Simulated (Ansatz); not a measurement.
# ZrSi2 (MoSi2-type structure)

Method: PBE, scalar-relativistic; no spin polarisation; PAW, 420 eV, Γ-centred 14×14×14 mesh, 0.05 eV Gaussian smearing; code Ansatz. The datasets are Ansatz's generated set soft_2.

```
Zr Si
1.0
    -1.64386    1.64386    4.58521
     1.64386   -1.64386    4.58521
     1.64386    1.64386   -4.58521
Zr Si
1 2
Direct
  0.00000 0.00000 0.00000
  0.31004 0.31004 0.00000
  0.68996 0.68996 0.00000
```

This is a trial structure; measured cells of the compound in the Crystallography Open Database are in space group Cmcm.

The cell is relaxed to zero pressure at this level.

The cell has space group I4/mmm (read at 0.01 Å). In it the stress is -0.03, -0.03, 0.02, 0.00, 0.00, 0.00 GPa and the largest force component 0.002 eV/Å. Each change below starts from this cell, without further relaxation. Stress is in GPa, positive in compression, in the order xx, yy, zz, yz, xz, xy; energies are counted from the cell above and are free energies with the smearing's entropy, which match forces and stress in a metal.

Question: What happens when atom 2 (Si) is moved by 0.12 Å along y?

Answer: The energy changes by 28.3 meV per cell, and the force on it along the shift is -0.452 eV/Å (−F/u = 3.77 eV/Å²). Stress: 1.15, -0.30, 0.46, -0.46, 0.00, 0.00.
| atom | Fx (eV/Å) | Fy | Fz |
| --- | --- | --- | --- |
| Zr1 | 0.000 | 0.198 | 0.044 |
| Si2 | 0.000 | -0.452 | 0.044 |
| Si3 | 0.000 | 0.254 | -0.088 |
In a harmonic crystal the energy would rise by −½F·u = ½ × 3.77 × 0.12² eV = 27.1 meV, close to the run's value; the rest is anharmonic or numerical.

Question: What happens when atom 1 (Zr) is moved by 0.20 Å along z?

Answer: The energy changes by 197.1 meV per cell, and the force on it along the shift is -1.972 eV/Å (−F/u = 9.86 eV/Å²). Stress: 1.62, 1.62, 3.70, 0.00, 0.00, 0.00.
```tsv
atom	Fx (eV/Å)	Fy	Fz
Zr1	0.000	0.000	-1.972
Si2	0.000	0.000	1.065
Si3	0.000	0.000	0.907
```
In a harmonic crystal the energy would rise by −½F·u = ½ × 9.86 × 0.20² eV = 197.2 meV, which matches.

Question: A single strain component, atoms carried along, gave the stress 0.24, 0.02, 0.11, -3.17, 0.00, 0.00. Which component, and about how large?

Answer: An engineering strain of 3 % in yz; the energy changes by 14.8 meV per cell.

Question: What stress follows from an engineering strain of 3 % in xy, atoms carried along?

Answer: 0.01, 0.01, 0.20, 0.00, 0.00, -0.37 GPa; the energy changes by 0.8 meV per cell.
The stress implies an energy change of 1.7 meV, which the run doesn't match: the electronic state changed under the strain or, in a metal, the mesh is too coarse, so no elastic constant can be read from it.

Question: All atoms and the cell are disturbed at random:
```
CELL_PARAMETERS angstrom
-1.62599 1.62746 4.62119
1.67559 -1.57795 4.62122
1.67166 1.62361 -4.60344
ATOMIC_POSITIONS crystal
Zr 0.99385 0.95098 0.97938
Si 0.30924 0.34126 0.01481
Si 0.69691 0.70776 0.00581
```
Give the energy change, the stress and the forces.

Answer: 352.2 meV per cell; stress 1.45, 1.81, 3.42, -1.93, 1.51, -1.48 GPa.
| atom | Fx (eV/Å) | Fy | Fz |
| --- | --- | --- | --- |
| Zr1 | 0.754 | -0.353 | 2.380 |
| Si2 | -0.871 | 0.388 | -1.082 |
| Si3 | 0.117 | -0.035 | -1.298 |

Question: All atoms and the cell are disturbed at random:
```
CELL_PARAMETERS angstrom
-1.58974 1.63166 4.51650
1.66521 -1.65837 4.55313
1.61914 1.68777 -4.52607
ATOMIC_POSITIONS crystal
Zr 0.98147 0.96785 0.95558
Si 0.37209 0.32023 0.04282
Si 0.64645 0.71192 0.00161
```
Give the energy change, the stress and the forces.

Answer: 281.7 meV per cell; stress 4.85, 3.10, 3.63, 2.48, -2.02, -1.92 GPa.
| atom | Fx (eV/Å) | Fy | Fz |
| --- | --- | --- | --- |
| Zr1 | 0.710 | 0.461 | 0.407 |
| Si2 | 0.004 | -0.862 | -1.018 |
| Si3 | -0.714 | 0.401 | 0.611 |
